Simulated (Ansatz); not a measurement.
# AlNi: enthalpy against pressure

AlNi, Pm-3m, a = 2.893 Å. The structure is a Materials Project entry; whether it is the stable form wasn't checked. Ansatz: PBE, PAW, 420 eV, Γ-centred 14×14×14 mesh on 2 atoms, Gaussian smearing 0.10 eV; no spin polarisation. Cell and atoms are relaxed at each pressure, and no other structure is tried, so the rows at high pressure may lie past a change of phase. y is the enthalpy over the state at zero pressure; there V0 = 12.108 Å³/atom. The pressures are the targets, met within 0.05 GPa.

| P (GPa) | y (eV/atom) |
| --- | --- |
| -1.0 | -0.0758 |
| 0.0 | 0.0000 |
| 1.0 | 0.0753 |
| 4.0 | 0.2987 |
| 12.0 | ? |
| 25.0 | 1.7709 |
| 50.0 | 3.3737 |
| 90.0 | 5.7221 |

Question: Fit y = c1 P + c2 P² + c3 P³ to the other rows, say what c1 and c2 mean, and predict the missing value.

Answer: Least squares on the rows shown. y = 0.075004 P − 0.00018040 P² + 5.9406×10⁻⁷ P³. Since dH/dP = V, c1 is V0: 0.075004 eV/GPa × 160.2 = 12.016 Å³ against 12.108; c2 = −V0/(2B0) gives B0 = 208 GPa, where a Birch–Murnaghan fit to the volumes of the same runs (not shown) gives 159 GPa: a cubic over this range folds the higher terms into c2. At P = 12.0 the fit asked for gives 0.8751 eV/atom. The run gave 0.8766 eV/atom, so the fit is 0.0015 eV/atom too low, within twice the rms miss on the fitted rows (0.0008 eV/atom).

The mesh isn't the same in all rows (14×14×14, 16×16×16).